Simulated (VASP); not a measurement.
A run of VASP 6.6.1 is set up as follows.

POSCAR

```
Te                                      
1.0
    4.3110269560     -0.0000000000      0.0000000000
   -2.1555134780      3.7334588617      0.0000000000
   -0.0000000000     -0.0000000000      5.9737351254
  Te            
     3
Direct
     0.2853094711735027    0.0000000000000000    0.3333333300000021
     0.0000000000000071    0.2853094711735241    0.6666666699999979
     0.7146905288264831    0.7146905288264760    0.0000000000000000
```

File INCAR.step1:

```
SYSTEM = Te
ALGO     = Normal         ! electronic algorithm
EDIFF    = 1E-5           ! SCF threshold, eV
ENCUT    = 520            ! plane-wave cutoff, eV
GGA      = PE             ! functional
GGA_COMPAT= .False.      
ISIF     = 2              ! what is computed and relaxed
ISMEAR   = 0              ! smearing method
KPAR     = 4            
LASPH    = .True.         ! aspherical terms in the spheres
LCHARG   = .False.        ! write CHGCAR
LORBIT   = 11             ! projections on sites
LREAL    = .False.        ! projectors in reciprocal space
LSORBIT  = .True.         ! spin-orbit coupling
LWAVE    = .True.         ! write WAVECAR
MAGMOM   = 0 0 0 0 0 0 0 0 0 ! initial moments
NBANDS   = 33             ! bands
NELM     = 80             ! most SCF steps
PREC     = Accurate       ! precision mode
SIGMA    = 0.03           ! smearing width, eV
```

INCAR.step2

```
SYSTEM = Te
ALGO     = Normal         ! electronic algorithm
EDIFF    = 1E-6           ! SCF threshold, eV
ENCUT    = 520            ! plane-wave cutoff, eV
GGA      = PE             ! functional
GGA_COMPAT= .False.      
HFSCREEN = 0.2            ! screening, 1/A
ISIF     = 2              ! what is computed and relaxed
ISMEAR   = 0              ! smearing method
ISTART   = 1            
KPAR     = 4            
LASPH    = .True.         ! aspherical terms in the spheres
LCHARG   = .False.        ! write CHGCAR
LHFCALC  = .True.         ! exact exchange
LORBIT   = 11             ! projections on sites
LREAL    = .False.        ! projectors in reciprocal space
LSORBIT  = .True.         ! spin-orbit coupling
LWAVE    = .False.        ! write WAVECAR
MAGMOM   = 0 0 0 0 0 0 0 0 0 ! initial moments
NBANDS   = 33             ! bands
NELM     = 80             ! most SCF steps
PREC     = Accurate       ! precision mode
PRECFOCK = Fast         
SIGMA    = 0.03           ! smearing width, eV
```

KPOINTS

```
k-points
0
Gamma
  6 6 3
  0 0 0
```

The input KPOINTS_OPT:

```
explicit points
6
Reciprocal
 0.0000000000  0.0000000000  0.0000000000 1
 0.0000000000  0.0000000000  0.5000000000 1
 0.3333333333  0.3333333333  0.5000000000 1
 0.3333333333  0.3333333333  0.0000000000 1
 0.5000000000  0.0000000000  0.5000000000 1
 0.5000000000  0.0000000000  0.0000000000 1
```

Potentials or basis: VASP PAW PBE potentials, release 64 (Te).

The run is started by

```sh
$ cat potpaw_PBE.64/Te/POTCAR > POTCAR
$ cp INCAR.step1 INCAR
$ mpirun -np 4 vasp_ncl > vasp.out
$ cp INCAR.step2 INCAR
$ mpirun -np 4 vasp_ncl > vasp.out
```

Task: Estimate the pressure.

Result: 0.3 GPa.

Task: Estimate the largest force.

Result: 0.411 eV/Å.

Stress tensor (GPa, compression positive):
```
 0.65  0.00  0.00
 0.00  0.65  0.00
 0.00  0.00 -0.43
```

Caveat: the PAW data sets were made with another functional, which shifts forces and pressure a little.
